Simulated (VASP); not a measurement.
Here is a VASP 6.6.1 calculation.

INCAR

```
PREC = Accurate
ENCUT = 600
EDIFF = 1E-6
ISMEAR = 1
SIGMA = 0.1
LREAL = False
LASPH = True
NELM = 120
ALGO = Fast
ISIF = 3
LWAVE = False
LCHARG = False
GGA = CA
IBRION = 2
NSW = 40
EDIFFG = -0.005
```

The input KPOINTS:

```
Automatic mesh
0
Gamma
  20 20 20
```

Contents of POSCAR:

```
Cu
1.0
    0.0000000000      1.7850000000      1.7850000000
    1.7850000000      0.0000000000      1.7850000000
    1.7850000000      1.7850000000      0.0000000000
Cu
1
Direct
    0.0000000000      0.0000000000      0.0000000000
```

Potentials or basis: VASP PAW LDA potentials, release 64 (Cu).

Command:

```sh
$ cat potpaw_LDA.64/Cu/POTCAR > POTCAR
$ mpirun -np 1 vasp_std > vasp.out
```

(1) What does it give for the band gap on the k mesh?

(2) What does it give for the relaxed volume?

(3) What does it give for the relaxed cell?

(4) Predict the space group after relaxing (to 0.05 Å).

Answers

(1) none (metal or under the smearing width).

(2) 10.95 Å³/atom.

(3) a = 2.492 Å, b = 2.492 Å, c = 2.492 Å, α = 60.00°, β = 60.00°, γ = 60.00°.

(4) Fm-3m (No. 225).
